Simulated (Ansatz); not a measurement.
# Phonons of InP (F-43m)

```
In P
1.0
     0.00000    2.93924    2.93924
     2.93924    0.00000    2.93924
     2.93924    2.93924    0.00000
In P
1 1
Cartesian
  0.0000 0.0000 0.0000
  4.4089 4.4089 4.4089
```

Level of theory, where no other is named: PBEsol, all-electron LAPW in Ansatz 0.2.0, scalar-relativistic. k mesh 8×8×8, fixed occupations, basis error target 0.5 meV/atom. The cell was relaxed by PAW under this functional.

Atoms are displaced by 0.01 Å in the smallest supercells that hold the wave vectors of a 2×2×2 mesh. Negative values stand for unstable modes. The zone centre has no LO-TO term.

Problem. What are the phonon energies at the solved wave vectors, in cm⁻¹?

Solution. 

```
                q  point                         modes (cm⁻¹)
0.000 0.000 0.000  Gamma                           296.1 (×3)
0.500 0.000 0.000      L  51.8 (×2), 161.5, 303.0 (×2), 323.9
0.500 0.500 0.000      X  64.4 (×2), 175.0, 312.3 (×2), 317.3
```

Problem. Is the structure dynamically stable at these wave vectors?

Solution. Yes, no mode is unstable there; wave vectors off this mesh aren't tested.

Problem. How do the optical zone-centre modes decompose, and which are active?

Solution. Point group -43m: Γ_opt = T2.

```json
{"label": "T2", "cm⁻¹": "296.1", "activity": "IR and Raman", "mostly": "P (79 %)"}
```

Problem. How well do frozen-core PAW files reproduce these all-electron values?

Solution. With a cutoff of 420 eV and displacements of 0.0025 Å, the r.m.s. difference over the modes is 0.2 cm⁻¹; the largest difference is 303.2 (PAW) against 303.0 cm⁻¹ (LAPW).

Problem. The cell is scaled evenly to 49.261 and 52.308 Å³ (from 50.785), with free atoms relaxed and the shape held. What are the mode Grüneisen parameters γ = −d ln ω/d ln V?

Solution. For the highest mode, 337.3 cm⁻¹ in the small cell and 311.2 in the large one give γ ≈ 1.34. From the change of the dynamical matrix on each mode:

```csv
point,cm⁻¹,γ
Gamma,296.1,1.32
L,51.8,-1.79
L,161.5,0.84
L,303.0,1.43
L,323.9,1.34
X,64.4,-1.72
X,175.0,1.05
X,312.3,1.48
X,317.3,1.28
```

Weighted by the modes' heat capacities at 300 K, the mean on this mesh is 0.24; it moves with the q mesh, and a coarse one overweights the zone boundary. Rows under −0.05 (2 here) are modes that soften under compression and pull towards negative thermal expansion.

Problem. Linear response on PAW files adds the field. What are the dielectric tensor, the Born charges and the LO shift?

Solution. ε∞ = (11.57, 11.57, 11.57) along x, y, z with local fields. Born charges (xx, yy, zz): In1 (2.52, 2.52, 2.52); P2 (-2.52, -2.52, -2.52). The highest zone-centre mode lies at 296.3 cm⁻¹ without the macroscopic field and at 331.1 cm⁻¹ with it, for q along x. Lyddane-Sachs-Teller then gives ε₀ = ε∞ (ω_LO/ω_TO)² = 14.44. With the ions free to follow the field, the program's ε₀ is (14.44, 14.44, 14.44).

Caveats: the frozen-core PAW files of the compared runs were fitted under PBE, their cores solved anew for this functional; field response not resolved by the mesh; semilocal gaps are low, and ε∞ tends to come out large.
